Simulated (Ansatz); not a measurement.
## Pb: distorted cells

Theory: DFT PBEsol, scalar-relativistic, plane waves, PAW (Ansatz).

Plane waves to 420 eV, a k mesh through Γ of 10×10×10 on the computed 2-atom cell and Gaussian smearing (0.10 eV); no spin polarisation.

Reference cell:

```yaml
crystal:
  lattice:
    - [0.00000, 3.43900, 3.43900]
    - [3.43900, 0.00000, 3.43900]
    - [3.43900, 3.43900, 0.00000]
  atoms:
    - { symbol: Pb, position: [0.50000, 0.50000, 0.50000] }
    - { symbol: Pb, position: [0.75000, 0.75000, 0.75000] }
```

Each variant moves atoms of this cell by the vectors given, if any (Å), and then applies a symmetric strain (tensor components, Cartesian axes). The reference cell isn't relaxed at this level. Energies are per atom at zero smearing, counted from the lowest variant. Pressure is positive in compression.

1. strain (xx yy zz yz xz xy, %) 1.04 1.04 1.04 0.00 0.00 0.00
2. strain (xx yy zz yz xz xy, %) 4.16 4.16 4.16 0.00 0.00 0.00
3. strain (xx yy zz yz xz xy, %) -2.46 -2.46 -2.46 0.00 0.00 0.00

(1) Order the variants by energy, lowest first.

(2) Order them by pressure, highest first.

Spin–orbit coupling is left out, which can shift energies with elements as heavy as these.

## Answers

(1) 1 (0.0 meV/atom), 3 (30.7 meV/atom), 2 (41.6 meV/atom).

(2) 3 (3.27 GPa), 1 (-0.54 GPa), 2 (-2.56 GPa).

This diamond-type form isn't the element's structure at ambient conditions.